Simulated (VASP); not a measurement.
# Hf (Fm-3m) in VASP: further runs

Runs on Hf. Level: PBEsol. Tasks: single point.

Everything below comes from runs of VASP 6.6.1. Logs are shortened: lines on timing, memory, paths and dates and some standing lists are left out, and cuts for length are marked.

### 1 Starting point

Symmetry: Fm-3m, No. 225, cubic system. Conventional cell: a = 4.440 Å, b = 4.440 Å, c = 4.440 Å, α = 90.00°, β = 90.00°, γ = 90.00°. Hf (site symmetry m-3m) has 12 Hf at 3.14 Å as nearest neighbours.

This isn't the form of Hf at room conditions, which is hcp.

### 2 Single point, PBEsol

The input, INCAR:

```
SYSTEM = Hf
ALGO     = Normal         ! electronic algorithm
EDIFF    = 1E-6           ! SCF threshold, eV
ENCUT    = 520            ! plane-wave cutoff, eV
GGA      = PS             ! functional
ISIF     = 2              ! what is computed and relaxed
ISMEAR   = 0              ! smearing method
LASPH    = .True.         ! aspherical terms in the spheres
LCHARG   = .True.         ! write CHGCAR
LELF     = .True.         ! ELF
LREAL    = .False.        ! projectors in reciprocal space
LVHAR    = .True.       
LWAVE    = .False.        ! write WAVECAR
NBANDS   = 11             ! bands
NELM     = 60             ! most SCF steps
PREC     = Accurate       ! precision mode
SIGMA    = 0.15           ! smearing width, eV
```

The input, KPOINTS:

```
k-points
0
Gamma
  20 20 20
  0 0 0
```

The input, POSCAR:

```
Hf
1.0
    0.0000000000      2.2200000000      2.2200000000
    2.2200000000      0.0000000000      2.2200000000
    2.2200000000      2.2200000000      0.0000000000
Hf
1
Direct
    0.0000000000      0.0000000000      0.0000000000
```

Potentials or basis: VASP PAW PBE potentials, release 64 (Hf_pv).

On the command line:

```sh
cat potpaw_PBE.64/Hf_pv/POTCAR > POTCAR
mpirun -np 1 vasp_std > vasp.out
```

OUTCAR:

```text
SYSTEM = Hf
   EDIFF = 1E-6
   ENCUT = 520
   GGA = PS
   ISIF = 2
   ISMEAR = 0
   LASPH = .True.
   LREAL = .False.
   NELM = 60
   PREC = Accurate

 ion  position               nearest neighbor table
   1  0.000  0.000  0.000-

  LATTYP: Found a face centered cubic cell.
 ALAT       =     4.4400000000

  Lattice vectors:

 A1 = (   0.0000000000,   2.2200000000,   2.2200000000)
 A2 = (   2.2200000000,   0.0000000000,   2.2200000000)
 A3 = (   2.2200000000,   2.2200000000,   0.0000000000)

Analysis of symmetry for initial positions (statically):
=====================================================================
 Subroutine PRICEL returns:
 Original cell was already a primitive cell.

 Routine SETGRP: Setting up the symmetry group for a
 face centered cubic supercell.

 Subroutine GETGRP returns: Found 48 space group operations
 (whereof 48 operations were pure point group operations)
 out of a pool of 48 trial point group operations.

The static configuration has the point symmetry O_h .

Analysis of symmetry for dynamics (positions and initial velocities):
=====================================================================
 Subroutine PRICEL returns:
 Original cell was already a primitive cell.

 Routine SETGRP: Setting up the symmetry group for a
 face centered cubic supercell.

 Subroutine GETGRP returns: Found 48 space group operations
 (whereof 48 operations were pure point group operations)
 out of a pool of 48 trial point group operations.

The dynamic configuration has the point symmetry O_h .

 Subroutine INISYM returns: Found 48 space group operations
 (whereof 48 operations are pure point group operations),
 and found     1 'primitive' translations

----------------------------------------------------------------------------------------

                                     Primitive cell

  volume of cell :      21.8821

  direct lattice vectors                    reciprocal lattice vectors
     0.000000000  2.220000000  2.220000000    -0.225225225  0.225225225  0.225225225
     2.220000000  0.000000000  2.220000000     0.225225225 -0.225225225  0.225225225
     2.220000000  2.220000000  0.000000000     0.225225225  0.225225225 -0.225225225

  length of vectors
     3.139554108  3.139554108  3.139554108     0.390101533  0.390101533  0.390101533

[... 81 lines left out ...]
   NSW    =      0    number of steps for IOM
   IBRION =     -1    ionic relax: 0-MD 1-quasi-New 2-CG
   NFREE  =      0    steps in history (QN), initial steepest desc. (CG)
   ISIF   =      2    stress and relaxation
   ISYM   =      2    0-nonsym 1-usesym 2-fastsym
   POTIM  = 0.5000    time-step for ionic-motion
   TEBEG  =    0.0;   TEEND  =   0.0 temperature during run
   PSTRESS=    0.0 pullay stress
   NELECT =      10.0000    total number of electrons
   NUPDOWN=      -1.0000    fix difference up-down
   EMIN   =  10.00;   EMAX   =-10.00  energy-range for DOS
   EFERMI =   0.00;   METHOD = LEGACY
   ISMEAR =     0;   SIGMA  =   0.15  broadening in eV -4-tet -1-fermi 0-gaus
   EFERMI_NEDOS =   21; number of points for ismear=-14 and -15
   IALGO  =     38    algorithm
   IMIX   =      4    mixing-type and parameters
     AMIX     =   0.40;   BMIX     =  1.00
     AMIX_MAG =   1.60;   BMIX_MAG =  1.00
  volume/ion in A,a.u.               =      21.88       147.67
  Fermi-wavevector in a.u.,A,eV,Ry     =   1.260991  2.382927 21.634588  1.590097
  Thomas-Fermi vector in A             =   2.394472
   LORBIT       =      0    0 simple, 1 ext, 2 COOP (PROOUT), +10 PAW based schemes
   GGA     = PS    functional components
   LHFCALC =     F    Hartree Fock is set to
   AEXX    =    0.0000 exact exchange contribution
   IVDW    =     0    specifies the selected vdW correction
   LEPSILON=     F    determine dielectric tensor
   LRPA    =     F    only Hartree local field effects (RPA)
 non-spin polarized calculation
 Gauss-broadening in eV      SIGMA  =   0.15
  energy-cutoff  :      520.00
  volume of cell :       21.88
 maximum number of plane-waves:       609
   NGX = 11   NGY = 11   NGZ = 11

 number of electron      10.0000000 magnetization

 Free energy of the ion-electron system (eV)
  ---------------------------------------------------
  ext. energy  EPLUGINS =         0.00000000
  ---------------------------------------------------
  free energy    TOTEN  =       -10.43998120 eV

  energy without entropy =      -10.42386965  energy(sigma->0) =      -10.43192542

 E-fermi :   4.7382     XC(G=0): -11.4945

 val. band max:        4.7238715743   @ k =   0.3000   0.0000   0.0000
 cond. band min:       4.7420431614   @ k =  -0.2500   0.0500   0.0000
 fundamental gap:      0.0181715872
 Fermi energy:         4.7381714510

 k-point     1 :       0.0000    0.0000    0.0000
  band No.  band energies     occupation
      1     -25.1472      2.00000
      2     -25.1472      2.00000
      3     -25.1472      2.00000
      4      -2.5574      2.00000
      5       6.1340      0.00000
      6       6.1340      0.00000
      7       6.1340      0.00000
      8       8.9975      0.00000
      9       8.9975      0.00000
     10      16.1784      0.00000
     11      17.8595      0.00000
[... 309 lines left out ...]
 k-point    24 :      -0.3500    0.0500    0.0000
  band No.  band energies     occupation
      1     -25.8860      2.00000
      2     -25.2692      2.00000
      3     -25.2395      2.00000
      4       0.6763      2.00000
      5       4.7918      0.61300
      6       6.0377      0.00000
      7       6.1822      0.00000
      8       9.8725      0.00000
      9      10.6441      0.00000
     10      15.0576      0.00000
     11      17.6778      0.00000

 [... further k-points ...]

------------------------ aborting loop because EDIFF is reached ----------------------------------------

  FORCE on cell =-STRESS in cart. coord.  units (eV):
  Direction    XX          YY          ZZ          XY          YZ          ZX
  --------------------------------------------------------------------------------------
  -------------------------------------------------------------------------------------
  Total       -0.2613678     -0.2613678     -0.2613678      0.0000000      0.0000000      0.0000000
  in kB      -19.1369916    -19.1369916    -19.1369916      0.0000000      0.0000000      0.0000000
  external PRESSURE =     -19.1369916 kB  Pullay stress =       0.0000000 kB

 VOLUME and BASIS-vectors are now :
 -----------------------------------------------------------------------------
  energy-cutoff  :      520.00
  volume of cell :       21.88
      direct lattice vectors                 reciprocal lattice vectors
     0.000000000  2.220000000  2.220000000    -0.225225225  0.225225225  0.225225225
     2.220000000  0.000000000  2.220000000     0.225225225 -0.225225225  0.225225225
     2.220000000  2.220000000  0.000000000     0.225225225  0.225225225 -0.225225225

 POSITION                                       TOTAL-FORCE (eV/Angst)
 -----------------------------------------------------------------------------------
      0.00000      0.00000      0.00000         0.000000      0.000000     -0.000000
 -----------------------------------------------------------------------------------
    total drift:                                0.000000     -0.000000     -0.000000

  FREE ENERGIE OF THE ION-ELECTRON SYSTEM (eV)
  ---------------------------------------------------
  free  energy   TOTEN  =       -10.4399812006 eV

  energy  without entropy=      -10.4238696470  energy(sigma->0) =      -10.43192542
```

OSZICAR:

```text
N       E                     dE             d eps       ncg     rms          rms(c)
DAV:   1     0.123296547222E+02    0.12330E+02   -0.56462E+03  5656   0.840E+02
DAV:   2    -0.103657773076E+02   -0.22695E+02   -0.21995E+02  7056   0.155E+02
DAV:   3    -0.108010069583E+02   -0.43523E+00   -0.42925E+00  7141   0.147E+01
DAV:   4    -0.108026702115E+02   -0.16633E-02   -0.16629E-02  6403   0.108E+00
DAV:   5    -0.108026790470E+02   -0.88355E-05   -0.88356E-05  7246   0.702E-02    0.466E+01
DAV:   6    -0.105351196371E+02    0.26756E+00   -0.21656E-01  6415   0.341E+00    0.276E+01
DAV:   7    -0.104438358848E+02    0.91284E-01   -0.32551E-01  6673   0.404E+00    0.129E+00
DAV:   8    -0.104399415734E+02    0.38943E-02   -0.25352E-02  6333   0.108E+00    0.735E-02
DAV:   9    -0.104399816593E+02   -0.40086E-04   -0.38256E-04  6803   0.158E-01    0.465E-02
DAV:  10    -0.104399814893E+02    0.16998E-06   -0.16576E-05  6431   0.308E-02    0.361E-02
DAV:  11    -0.104399812006E+02    0.28870E-06   -0.26211E-06  6614   0.122E-02
   1 F= -.10439981E+02 E0= -.10431925E+02  d E =-.161116E-01
```

It took 15 s on 1 thread of Intel Xeon 6975P-C (Granite Rapids), shared host; peak memory 0.18 GiB.

What came out:

| Property | Result |
| --- | --- |
| Free energy | -10.4400 eV |
| Pressure | -1.9 GPa |
| Band gap on the k mesh | none (metal or under the smearing width) |

Levels at points of the mesh, in eV from the Fermi level:
```tsv
k point	band 2	band 3	band 4	band 5	band 6	band 7	band 8	band 9
(0.00, 0.00, 0.00)	-29.89	-29.89	-7.30	1.40	1.40	1.40	4.26	4.26
(0.50, 0.00, 0.00)	-30.00	-30.00	-3.71	0.68	1.16	1.16	6.46	6.46
(0.50, 0.50, 0.00)	-30.20	-30.20	-3.36	-2.21	2.66	6.46	7.11	7.11
```

Caveat: the PAW data sets were made with another functional, which shifts forces and pressure a little. The run has no spin-orbit coupling, so splittings on Hf are missing.

### 3 Single point, PBEsol

The input, INCAR:

```
  PREC = Accurate
  ENCUT = 520
  EDIFF = 1E-6
  ISMEAR = 0
  SIGMA = 0.15
  LREAL = F
  LASPH = T
  NELM = 60
  ALGO = Fast
  ISIF = 2
  LWAVE = F
  LCHARG = F
  GGA = PS
  NBANDS = 11
```

The input, KPOINTS:

```
regular mesh
0
Gamma
  18 18 18
```

POSCAR is that of step 2.

Potentials or basis: VASP PAW PBE potentials, release 64 (Hf_pv).

On the command line:

```sh
cat potpaw_PBE.64/Hf_pv/POTCAR > POTCAR
mpirun -np 1 vasp_std > vasp.out
```

Wall time 13 s (1 thread of Intel Xeon 6975P-C (Granite Rapids), shared host); peak memory 0.17 GiB.

The run converged. Its results:

* Free energy: -10.4400 eV
* Pressure: -1.9 GPa
* Band gap on the k mesh: none (metal or under the smearing width)

Levels at points of the mesh, in eV from the Fermi level:
```tsv
k point	band 1	band 2	band 3	band 4	band 5	band 6	band 7	band 8	band 9	band 10
(0.00, 0.00, 0.00)	-29.89	-29.89	-29.89	-7.30	1.40	1.40	1.40	4.26	4.26	11.44
(0.50, 0.00, 0.00)	-30.77	-30.00	-30.00	-3.71	0.68	1.16	1.16	6.46	6.46	9.64
(0.50, 0.50, 0.00)	-30.71	-30.20	-30.20	-3.36	-2.21	2.66	6.46	7.11	7.11	10.08
```

Caveat: the PAW data sets were made with another functional, which shifts forces and pressure a little. The run has no spin-orbit coupling, so splittings on Hf are missing.
